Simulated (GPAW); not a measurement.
Runs of GPAW 26.7.0 on MnO2. Symmetry: P4_2/mnm, No. 136, tetragonal system. Conventional cell: a = 4.400 Å, b = 4.400 Å, c = 2.867 Å, α = 90.00°, β = 90.00°, γ = 90.00°. Mn (site symmetry mmm) has 6 O at 1.88 to 1.90 Å as nearest neighbours. O (site symmetry m2m) has 3 Mn at 1.88 to 1.90 Å as nearest neighbours. The cell is a database's computed one.

```csv
task,level,potentials or basis,k mesh,band path,band points,ranks,mesh quality,pressure (GPa),moment (μB),V0 of scaled cells (Å³/atom),B0 (GPa),largest force (eV/Å)
band structure,PBEsol,"PAW data sets generated in the run's folder for this functional, pw",4 × 4 × 6,"GXMGZRAZ,XR,MA",80,-,coarse,0.1,5.94,-,-,-
single point,PBEsol,"PAW data sets generated in the run's folder for this functional, pw",6 × 6 × 9,-,-,-,not flagged,0.2,5.97,-,-,-
equation of state,PBE,"GPAW PAW data sets (gpaw-data 1.2.1), pw",4 × 4 × 6,-,-,-,coarse,-,-,(a),231,-
equation of state,PBEsol,"PAW data sets generated in the run's folder for this functional, pw",6 × 6 × 9,-,-,4,not flagged,-,-,9.27,249,-
band structure,LDA,"the program's PAW data sets (release 1.2.1) made for this functional, pw",4 × 4 × 6,"GXMGZRAZ,XR,MA",80,-,coarse,-11.0,5.75,-,-,0.10
band structure,PBE,"GPAW PAW data sets (gpaw-data 1.2.1), pw",4 × 4 × 6,"GXMGZRAZ,XR,MA",80,-,coarse,(b),(c),-,-,0.08
equation of state,LDA,"the program's PAW data sets (release 1.2.1) made for this functional, pw",4 × 4 × 6,-,-,-,coarse,-,-,8.82,245,-
```

Alike in all rows: spin collinear, ferromagnetic start; cell as given; cutoff (eV) 800; smearing fermi-dirac 0.05 eV.

Q: Estimate the missing entries.

A: (a) 9.63; (b) 9.8; (c) 5.99.

Caveats: some runs use coarse meshes; only a ferromagnetic start was run, and an antiferromagnetic order may lie lower in energy (some runs); the cell was scaled at fixed shape and fractional positions, which overstates the stiffness of a crystal with free parameters, most of all of layers and chains (some runs).

Not every run made on this cell is shown here.
